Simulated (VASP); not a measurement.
Consider the following.

```yaml
crystal:
  lattice:
    - [3.40062, 0.00000, 0.00000]
    - [-1.70031, 2.94502, 0.00000]
    - [0.00000, 0.00000, 11.13276]
  atoms:
    - { symbol: In, position: [0.00000, 0.00000, 0.00000] }
    - { symbol: In, position: [0.00000, 0.00000, 0.50000] }
    - { symbol: In, position: [0.66667, 0.33333, 0.75018] }
    - { symbol: In, position: [0.33333, 0.66667, 0.25018] }
    - { symbol: N, position: [0.00000, 0.00000, 0.81216] }
    - { symbol: N, position: [0.00000, 0.00000, 0.31216] }
    - { symbol: N, position: [0.66667, 0.33333, 0.56329] }
    - { symbol: N, position: [0.33333, 0.66667, 0.06329] }
```

Level of theory: PBE GGA, VASP's PBE PAW potentials (set 64) (plane waves; VASP). Run with 400 eV cut-off, 9×9×3 Γ-centred mesh, Fermi-Dirac smearing of 0.10 eV, potentials In_d N.

### Question
Give the energies of bands 27 to 40 at the high-symmetry points, in eV from the Fermi level.

### Answer

```json
[
 {"band": "27", "Γ": "-3.63", "M": "-5.37", "K": "-5.53", "A": "-1.70", "L": "-5.37", "H": "-5.30"},
 {"band": "28", "Γ": "-0.99", "M": "-5.05", "K": "-4.95", "A": "-1.70", "L": "-5.37", "H": "-5.30"},
 {"band": "29", "Γ": "-0.99", "M": "-3.59", "K": "-4.38", "A": "-0.86", "L": "-2.97", "H": "-4.16"},
 {"band": "30", "Γ": "-0.54", "M": "-2.88", "K": "-4.38", "A": "-0.86", "L": "-2.97", "H": "-4.16"},
 {"band": "31", "Γ": "-0.54", "M": "-2.68", "K": "-2.99", "A": "-0.86", "L": "-2.45", "H": "-3.35"},
 {"band": "32", "Γ": "-0.49", "M": "-1.91", "K": "-2.99", "A": "-0.86", "L": "-2.45", "H": "-3.35"},
 {"band": "33", "Γ": "-0.49", "M": "-1.85", "K": "-2.77", "A": "-0.15", "L": "-1.79", "H": "-2.14"},
 {"band": "34", "Γ": "-0.07", "M": "-1.84", "K": "-2.08", "A": "-0.15", "L": "-1.79", "H": "-2.14"},
 {"band": "35", "Γ": "-0.03", "M": "-1.30", "K": "-2.08", "A": "-0.15", "L": "-1.27", "H": "-1.88"},
 {"band": "36", "Γ": "0.00", "M": "-1.00", "K": "-1.58", "A": "-0.15", "L": "-1.27", "H": "-1.88"},
 {"band": "37", "Γ": "0.00", "M": "3.17", "K": "5.28", "A": "1.38", "L": "3.78", "H": "5.01"},
 {"band": "38", "Γ": "2.45", "M": "3.39", "K": "5.28", "A": "1.38", "L": "3.78", "H": "5.01"},
 {"band": "39", "Γ": "2.70", "M": "4.47", "K": "5.67", "A": "3.27", "L": "4.10", "H": "6.11"},
 {"band": "40", "Γ": "3.45", "M": "4.84", "K": "5.99", "A": "3.27", "L": "4.10", "H": "6.12"}
]
```

It has no gap at this level: it comes out as a metal or semimetal.

The structure was generated: InN was put into an ordered model structure, which need not be its known phase. The cell was not relaxed at this level.
